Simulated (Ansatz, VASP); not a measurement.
## Cross-check of CdS (CdS(110)) between VASP and Ansatz

One calculation is typed for both programs; each brings its own data sets and cutoff. How far apart do they land? The structure shown is the end of the VASP relaxation below.

Main program and level: Ansatz 0.2.0; plane waves, with VASP 6.6.1 beside it; single point at PBE and band structure at PBE.

## Step 1: Starting point

The cell holds 18 atoms: 9 Cd and 9 S. Its edges and angles: a = 4.189 Å, b = 5.925 Å, c = 32.757 Å, α = 90.0°, β = 90.0°, γ = 90.0°. It derives from CdS. As first built, before any earlier steps moved the atoms (in the runner's words): 9 layers, cut at this functional's lattice. Vacuum lies along c.

## Step 2: VASP: relaxation, PBE

This run makes the geometry at which the two programs are then compared.

Lines of VASP's logs that name or quote its potential files are left out, and so is its time.

File INCAR:

```
SYSTEM = CdS
PREC = Normal
ENCUT = 320
EDIFF = 1E-05
NELM = 120
ISMEAR = 0
SIGMA = 0.03
LREAL = Auto
ALGO = Fast
GGA = PE
NBANDS = 100
LORBIT = 11
LWAVE = .FALSE.
LCHARG = .FALSE.
KPAR = 2
NCORE = 2
IBRION = 2
NSW = 60
ISIF = 2
EDIFFG = -0.03
POTIM = 0.4
MAXMIX = 40
IDIPOL = 3
LDIPOL = .TRUE.
DIPOL = 0.5 0.5 0.5
```

File POSCAR:

```
CdS
1.0
    4.1893536146      0.0000000000      0.0000000000
    0.0000000000      5.9246406994      0.0000000000
    0.0000000000      0.0000000000     32.7574144586
Cd S
9 9
Direct
    0.0000000000      0.0000000000      0.2442195200
    0.5000000000      0.5000000000      0.3081646400
    0.0000000000      0.0000000000      0.3721097600
    0.5000000000      0.5000000000      0.4360548800
    0.0000000000      0.0000000000      0.5000000000
    0.5000000000      0.5000000000      0.5639451200
    0.0000000000      0.0000000000      0.6278902400
    0.5000000000      0.5000000000      0.6918353600
    0.0000000000      0.0000000000      0.7557804800
    0.0000000000      0.7500000000      0.3081646400
    0.5000000000      0.2500000000      0.2442195200
    0.0000000000      0.7500000000      0.4360548800
    0.5000000000      0.2500000000      0.3721097600
    0.0000000000      0.7500000000      0.5639451200
    0.5000000000      0.2500000000      0.5000000000
    0.0000000000      0.7500000000      0.6918353600
    0.5000000000      0.2500000000      0.6278902400
    0.5000000000      0.2500000000      0.7557804800
```

File KPOINTS:

```
Automatic mesh
0
Gamma
6 4 1
0 0 0
```

PAW data sets: Cd and S (PBE family, release 64).

Run with:

```
> mpirun -np 4 vasp_std
```

Numbers of over 12 decimals in the logs are rounded to 6 here.

Log:

```text
[banner, memory and clock lines left out]
running    4 mpi-ranks, on    1 nodes
 distrk:  each k-point on    2 cores,    2 groups
 distr:  one band on    2 cores,    1 groups

 POSCAR found type information on POSCAR CdS
 POSCAR found :  2 types and      18 ions
 LDA part: xc-table for (Slater+PW92), standard interpolation
 POSCAR, INCAR and KPOINTS ok, starting setup
 FFT: planning ... GRIDC
 FFT: planning ... GRID_SOFT
 FFT: planning ... GRID
 WAVECAR not read
 entering main loop
       N       E                     dE             d eps       ncg     rms          rms(c)
DAV:   1     0.926187813242E+03    0.92619E+03   -0.56450E+04  2584   0.934E+02
DAV:   2     0.228342736070E+02   -0.90335E+03   -0.87455E+03  2788   0.277E+02
DAV:   3    -0.567086594405E+02   -0.79543E+02   -0.78645E+02  2712   0.737E+01
DAV:   4    -0.592722244586E+02   -0.25636E+01   -0.25500E+01  2744   0.129E+01
DAV:   5    -0.593553665983E+02   -0.83142E-01   -0.83094E-01  2808   0.225E+00    0.223E+01
RMM:   6    -0.536698471686E+02    0.56855E+01   -0.12252E+01  2400   0.816E+00    0.186E+01
RMM:   7    -0.535777869762E+02    0.92060E-01   -0.59156E+00  2400   0.484E+00    0.527E+00
RMM:   8    -0.534366224640E+02    0.14116E+00   -0.49984E-01  2400   0.169E+00    0.261E+00
RMM:   9    -0.534467997132E+02   -0.10177E-01   -0.19661E-01  2400   0.110E+00    0.105E+00
RMM:  10    -0.534425901811E+02    0.42095E-02   -0.27562E-02  2406   0.562E-01    0.323E-01
RMM:  11    -0.534453220884E+02   -0.27319E-02   -0.86532E-03  2441   0.291E-01    0.188E-01
RMM:  12    -0.534452574671E+02    0.64621E-04   -0.16197E-03  2451   0.114E-01    0.393E-02
RMM:  13    -0.534455905905E+02   -0.33312E-03   -0.40791E-04  2480   0.555E-02    0.308E-02
RMM:  14    -0.534457745534E+02   -0.18396E-03   -0.15896E-04  2451   0.351E-02    0.618E-02
RMM:  15    -0.534458655800E+02   -0.91027E-04   -0.80918E-05  1855   0.216E-02    0.131E-02
RMM:  16    -0.534459885516E+02   -0.12297E-03   -0.21947E-05  1582   0.116E-02    0.789E-03
RMM:  17    -0.534460206463E+02   -0.32095E-04   -0.73676E-06  1462   0.575E-03    0.307E-03
RMM:  18    -0.534460585511E+02   -0.37905E-04   -0.85365E-06  1418   0.508E-03    0.358E-03
RMM:  19    -0.534460702034E+02   -0.11652E-04   -0.14342E-06   812   0.260E-03    0.151E-03
RMM:  20    -0.534460755517E+02   -0.53484E-05   -0.14182E-06   757   0.243E-03
   1 F= -.53446076E+02 E0= -.53446076E+02  d E =-.534461E+02
[... from here on, the cycles between the ionic steps are left out ...]
   2 F= -.53611990E+02 E0= -.53611990E+02  d E =-.165914E+00
   8 F= -.54179718E+02 E0= -.54179718E+02  d E =-.132757E-01
   9 F= -.54181058E+02 E0= -.54181058E+02  d E =-.146164E-01
  10 F= -.54187902E+02 E0= -.54187902E+02  d E =-.684374E-02
  11 F= -.54190275E+02 E0= -.54190275E+02  d E =-.921627E-02
  12 F= -.54195024E+02 E0= -.54195024E+02  d E =-.474980E-02
  13 F= -.54195273E+02 E0= -.54195273E+02  d E =-.499882E-02
  14 F= -.54196902E+02 E0= -.54196902E+02  d E =-.162870E-02
  15 F= -.54197022E+02 E0= -.54197022E+02  d E =-.174826E-02
 curvature:  -5.42 expect dE=-0.200E-02 dE for cont linesearch -0.121E-04
 trial: gam= 0.64760 g(F)=  0.368E-03 g(S)=  0.000E+00 ort =-0.550E-04 (trialstep = 0.404E+01)
 search vector abs. value=  0.867E-03
 bond charge predicted
       N       E                     dE             d eps       ncg     rms          rms(c)
DAV:   1    -0.541951953064E+02    0.18255E-02   -0.33197E+00  2416   0.544E+00    0.403E-01
RMM:   2    -0.541965144567E+02   -0.13192E-02   -0.26572E-02  2400   0.548E-01    0.334E-01
RMM:   3    -0.541979222825E+02   -0.14078E-02   -0.45826E-03  2402   0.219E-01    0.184E-01
RMM:   4    -0.541980283796E+02   -0.10610E-03   -0.12439E-03  2440   0.107E-01    0.103E-01
RMM:   5    -0.541977907349E+02    0.23764E-03   -0.43627E-04  2443   0.623E-02    0.501E-02
RMM:   6    -0.541978203843E+02   -0.29649E-04   -0.19439E-04  2524   0.372E-02    0.364E-02
RMM:   7    -0.541979310364E+02   -0.11065E-03   -0.40207E-05  1692   0.195E-02    0.429E-02
RMM:   8    -0.541979965483E+02   -0.65512E-04   -0.19748E-05  1529   0.104E-02    0.436E-02
RMM:   9    -0.541980132077E+02   -0.16659E-04   -0.43754E-06  1433   0.553E-03    0.344E-02
RMM:  10    -0.541980198518E+02   -0.66440E-05   -0.31685E-06  1419   0.417E-03
  16 F= -.54198020E+02 E0= -.54198020E+02  d E =-.998146E-03
 trial-energy change:   -0.000998  1 .order   -0.000937   -0.001345   -0.000530
 step:   5.6615(harm=  6.6758)  dis= 0.00745  next Energy=   -54.198130 (dE=-0.111E-02)
 reached required accuracy - stopping structural energy minimisation
```

From OUTCAR (step 2):

```text
ion  position               nearest neighbor table
   1  0.000  0.000  0.244-  10 2.57  11 2.57  11 2.57
   2  0.500  0.500  0.308-  11 2.57  13 2.57  10 2.57  10 2.57
   3  0.000  0.000  0.372-  10 2.57  12 2.57  13 2.57  13 2.57
   4  0.500  0.500  0.436-  13 2.57  15 2.57  12 2.57  12 2.57
   5  0.000  0.000  0.500-  12 2.57  14 2.57  15 2.57  15 2.57
   6  0.500  0.500  0.564-  15 2.57  17 2.57  14 2.57  14 2.57
   7  0.000  0.000  0.628-  14 2.57  16 2.57  17 2.57  17 2.57
   8  0.500  0.500  0.692-  17 2.57  18 2.57  16 2.57  16 2.57
   9  0.000  0.000  0.756-  16 2.57  18 2.57  18 2.57
  10  0.000  0.750  0.308-   1 2.57   3 2.57   2 2.57   2 2.57
  11  0.500  0.250  0.244-   2 2.57   1 2.57   1 2.57
  12  0.000  0.750  0.436-   3 2.57   5 2.57   4 2.57   4 2.57
  13  0.500  0.250  0.372-   2 2.57   4 2.57   3 2.57   3 2.57
  14  0.000  0.750  0.564-   5 2.57   7 2.57   6 2.57   6 2.57
  15  0.500  0.250  0.500-   4 2.57   6 2.57   5 2.57   5 2.57
  16  0.000  0.750  0.692-   7 2.57   9 2.57   8 2.57   8 2.57
  17  0.500  0.250  0.628-   6 2.57   8 2.57   7 2.57   7 2.57
  18  0.500  0.250  0.756-   8 2.57   9 2.57   9 2.57

  LATTYP: Found a simple orthorhombic cell.
 ALAT       =     4.1893536146
 B/A-ratio  =     1.4142135624
 C/A-ratio  =     7.8192049352

 Subroutine GETGRP returns: Found  4 space group operations
 (whereof  4 operations were pure point group operations)

The static configuration has the point symmetry C_2v.

 Found     12 irreducible k-points:

   k-points           NKPTS =     12   k-points in BZ     NKDIM =     12   number of bands    NBANDS=    100

   dimension x,y,z NGX =    18 NGY =   28 NGZ =  144
   dimension x,y,z NGXF=    36 NGYF=   56 NGZF=  288

   ENCUT  =  320.0 eV  23.52 Ry    4.85 a.u.   6.11  8.64 47.78*2*pi/ulx,y,z

   NELECT =     162.0000    total number of electrons

 k-points in reciprocal lattice and weights: Automatic mesh
   0.00000000  0.00000000  0.00000000       0.042
   0.16666667  0.00000000  0.00000000       0.083
   0.33333333  0.00000000  0.00000000       0.083
   0.50000000  0.00000000  0.00000000       0.042
   0.00000000  0.25000000  0.00000000       0.083
   0.16666667  0.25000000  0.00000000       0.167
   0.33333333  0.25000000  0.00000000       0.167
   0.50000000  0.25000000  0.00000000       0.083
   0.00000000  0.50000000  0.00000000       0.042
   0.16666667  0.50000000  0.00000000       0.083
   0.33333333  0.50000000  0.00000000       0.083
   0.50000000  0.50000000  0.00000000       0.042

 dipolmoment           0.000000      0.000000     -0.000000 electrons x Angstroem

 average (electrostatic) potential at core
       1 -42.6401       2 -42.4686       3 -42.5073       4 -42.4883       5 -42.4784
       6 -42.4883       7 -42.5073       8 -42.4686       9 -42.6401      10 -92.4590
      11 -92.0940      12 -92.3891      13 -92.3667      14 -92.3891      15 -92.3657
      16 -92.4590      17 -92.3667      18 -92.0940

 E-fermi :  -1.8542

 k-point     1 :       0.0000    0.0000    0.0000
  band No.  band energies     occupation
    ...
     77      -2.1470      2.00000
     78      -2.1057      2.00000
     79      -2.0830      2.00000
     80      -2.0372      2.00000
     81      -1.9993      2.00000
     82      -0.6839      0.00000
     83      -0.1122      0.00000
     84       0.5369      0.00000
     85       1.1803      0.00000
     86       1.6102      0.00000
    ...

 k-point     2 :       0.1667    0.0000    0.0000
  band No.  band energies     occupation
    ...
     77      -2.6489      2.00000
     78      -2.4733      2.00000
     79      -2.4465      2.00000
     80      -2.2841      2.00000
     81      -2.1876      2.00000
     82       0.1341      0.00000
     83       0.5263      0.00000
     84       1.0514      0.00000
     85       1.5666      0.00000
     86       1.8129      0.00000
    ...

 k-point     3 :       0.3333    0.0000    0.0000
  band No.  band energies     occupation
    ...
     77      -3.0513      2.00000
     78      -2.9706      2.00000
     79      -2.8241      2.00000
     80      -2.6075      2.00000
     81      -2.4044      2.00000
     82       1.1859      0.00000
     83       1.3293      0.00000
     84       1.5300      0.00000
     85       1.7351      0.00000
     86       1.8205      0.00000
    ...

  Total       -0.2332947     -0.2727659     -0.6048076      0.0000000      0.0000000      0.0000000
  in kB       -0.4597236     -0.5375044     -1.1918159      0.0000000      0.0000000      0.0000000
  external PRESSURE =      -0.7296813 kB  Pullay stress =       0.0000000 kB

  energy-cutoff  :      320.00
  volume of cell :      813.05
      direct lattice vectors                 reciprocal lattice vectors
     4.189353615  0.000000000  0.000000000     0.238700308  0.000000000  0.000000000
     0.000000000  5.924640699  0.000000000     0.000000000  0.168786607  0.000000000
     0.000000000  0.000000000 32.757414459     0.000000000  0.000000000  0.030527440

 POSITION                                       TOTAL-FORCE (eV/Angst)
 -----------------------------------------------------------------------------------
      0.00000      0.30394      8.41110         0.000000      0.014855      0.004963
      2.09468      2.88055      9.94084         0.000000     -0.008372      0.003562
      0.00000      5.88127     12.20209        -0.000000     -0.003108      0.009987
      2.09468      2.91940     14.23903        -0.000000     -0.008640      0.017733
      4.18935      5.91214     16.37871        -0.000000     -0.013667      0.000000
      2.09468      2.91940     18.51838        -0.000000     -0.008640     -0.017733
      0.00000      5.88127     20.55532        -0.000000     -0.003108     -0.009987
      2.09468      2.88055     22.81657         0.000000     -0.008372     -0.003562
      4.18935      0.30394     24.34631        -0.000000      0.014855     -0.004963
      4.18935      4.36671     10.10036        -0.000000      0.018986      0.005200
      2.09468      1.49610      7.80586        -0.000000      0.013249     -0.006436
      4.18935      4.40996     14.28994        -0.000000     -0.012615     -0.016343
      2.09468      1.45129     12.12879        -0.000000     -0.000823      0.006758
      4.18935      4.40996     18.46748        -0.000000     -0.012615      0.016343
      2.09468      1.47233     16.37871        -0.000000     -0.013399      0.000000
      4.18935      4.36671     22.65705        -0.000000      0.018986     -0.005200
      2.09468      1.45129     20.62863        -0.000000     -0.000823     -0.006758
      2.09468      1.49610     24.95155         0.000000      0.013249      0.006436
 -----------------------------------------------------------------------------------
    total drift:                                0.000000     -0.007599     -0.000019

  FREE ENERGIE OF THE ION-ELECTRON SYSTEM (eV)
  ---------------------------------------------------
  free  energy   TOTEN  =       -54.1980198518 eV

  energy  without entropy=      -54.1980198518  energy(sigma->0) =      -54.19801985

 reached required accuracy - stopping structural energy minimisation

 vacuum level on the upper side and lower side of the slab         3.669         3.669

 total charge
# of ion       s       p       d       tot
------------------------------------------
    1        0.463   0.283   9.526  10.272
    2        0.421   0.299   9.537  10.256
    3        0.419   0.298   9.538  10.254
    4        0.417   0.295   9.539  10.251
    5        0.418   0.297   9.539  10.254
    6        0.417   0.295   9.539  10.251
    7        0.419   0.298   9.538  10.254
    8        0.421   0.299   9.537  10.256
    9        0.463   0.283   9.526  10.272
   10        1.326   2.380   0.000   3.707
   11        1.341   2.341   0.000   3.681
   12        1.325   2.381   0.000   3.706
   13        1.327   2.374   0.000   3.701
   14        1.325   2.381   0.000   3.706
   15        1.326   2.378   0.000   3.703
   16        1.326   2.380   0.000   3.707
   17        1.327   2.374   0.000   3.701
   18        1.341   2.341   0.000   3.681
--------------------------------------------------
tot         15.822  23.976  85.817 125.615

[... 3 further parts left out ...]
```

CONTCAR:

```
CdS
   1.00000000000000
     4.1893536145999999    0.0000000000000000    0.0000000000000000
     0.0000000000000000    5.9246406994000003    0.0000000000000000
     0.0000000000000000    0.0000000000000000   32.7574144586000031
  Cd              S
     9     9
Direct
     0.0000000000000000    0.0513004983509342    0.2567694700507733
     0.5000000000000000    0.4861978985641315    0.3034683918587474
     0.0000000000000000    0.9926798546562068    0.3724987139030449
     0.5000000000000000    0.4927558921069910    0.4346811994378084
     1.0000000000000000    0.9978906528342628    0.5000000000000000
     0.5000000000000000    0.4927558921069910    0.5653188005621916
     0.0000000000000000    0.9926798546562068    0.6275012860969550
     0.5000000000000000    0.4861978985641315    0.6965316081412526
     1.0000000000000000    0.0513004983509342    0.7432305299492267
     1.0000000000000000    0.7370426787657094    0.3083382242612580
     0.5000000000000000    0.2525223202093263    0.2382930285383996
     1.0000000000000000    0.7443419134902213    0.4362352433474699
     0.5000000000000000    0.2449591035430035    0.3702608034199766
     1.0000000000000000    0.7443419134902213    0.5637647566525297
     0.5000000000000000    0.2485090277926897    0.5000000000000000
     1.0000000000000000    0.7370426787657094    0.6916617757387420
     0.5000000000000000    0.2449591035430035    0.6297391965800235
     0.5000000000000000    0.2525223202093263    0.7617069714616003
```

The run keeps the 4 symmetry operations of its start, so it cannot find a distortion of lower symmetry.

[end of part 1 of 3]

[Lines on the potential files, build, host, timing and source positions are cut from VASP's logs without a mark.]

[Logs are printed without paths, hosts, clocks, repeated set-up lines and the standing remarks that a program may print on its own settings, such as how far it seeks lower states.]

[Hosts, paths, dates, database ids (printed as entryN), source tags and the programs' standing remarks are cut or masked in the printed files.]
